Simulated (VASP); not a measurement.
NaF, 2 atoms in the cell. Symmetry: I4/mmm, No. 139, tetragonal system. Conventional cell: a = 3.353 Å, b = 3.353 Å, c = 4.461 Å, α = 90.00°, β = 90.00°, γ = 90.00°. Na (site symmetry 4/mmm) has 6 F at 2.23 to 2.37 Å as nearest neighbours. F (site symmetry 4/mmm) has 6 Na at 2.23 to 2.37 Å as nearest neighbours. Measurements of this composition are mostly on another form, of space group No. 225. The cell isn't the ideal one: z stretched by -4 % at fixed volume, PAW files.

```yaml
Program: VASP 6.6.1
Task: electric field gradients
Functional: PBE
Potentials_or_basis: VASP PAW PBE potentials, release 64 (Na_pv, F)
Cutoff: 520 eV
k_mesh: 11 × 11 × 11
Occupations: fermi-dirac, width 0.03 eV
Spin: no spin polarisation
Dipole_correction: no
Further_INCAR_settings: ALGO = Normal; EDIFF = 1e-08; NBANDS = 14
```

Potentials or basis: VASP PAW PBE potentials, release 64 (Na_pv, F).

Run with:

```bash
$ cat potpaw_PBE.64/Na_pv/POTCAR potpaw_PBE.64/F/POTCAR > POTCAR
$ mpirun -np 1 vasp_std > vasp.out
```

Hardware: 1 thread of Intel(R) Xeon(R) 6975P-C (Granite Rapids), on a shared host.

Q: Estimate the wall time of this run.

A: Wall time 16 s on 1 thread of Intel(R) Xeon(R) 6975P-C (Granite Rapids), on a shared host, peak memory 0.16 GiB. Counts: scf iterations 15, k points 126.
